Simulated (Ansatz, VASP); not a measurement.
**Two plane-wave programs on HfO2**

```
Hf O
1.0
     0.00000    2.52916    2.52916
     2.52916    0.00000    2.52916
     2.52916    2.52916    0.00000
Hf O
1 2
Direct
  0.00000 0.00000 0.00000
  0.25000 0.25000 0.25000
  0.75000 0.75000 0.75000
```

Alike in both runs: functional r2SCAN; k mesh 8 × 8 × 8; occupations gaussian, width 0.02 eV; no spin polarisation.

Ansatz relaxed the structure, and its values are those at the end. VASP's run is a single point on that final structure, the one shown.

```csv
,VASP,Ansatz
version,VASP 6.6.1,Ansatz 0.2.0
potentials or method,"VASP PAW PBE potentials, release 64 (Hf_pv, O)","scalar-relativistic, plane waves, PAW"
plane-wave cutoff (eV),520,500
valence electrons in the cell,22,38
```

```tsv
	VASP	Ansatz	Ansatz less VASP
gap on the k mesh at the Fermi level (eV)	4.31	4.30	-0.012
least direct gap on the mesh (eV)	4.31	4.30	-0.012
pressure (GPa)	-4.0	0.0	+3.99
```

One of these differences is far larger than is usual between the two programs; its cause wasn't traced. The two sets of potentials don't hold the same shells in valence.

Caveats: the PAW data sets were made with another functional, which shifts forces and pressure a little (VASP); spin-orbit coupling is left out, which moves the levels of the heavy elements. A k mesh can miss the band edges. r2SCAN opens gaps a little over a GGA but as a rule still falls short of measured ones.
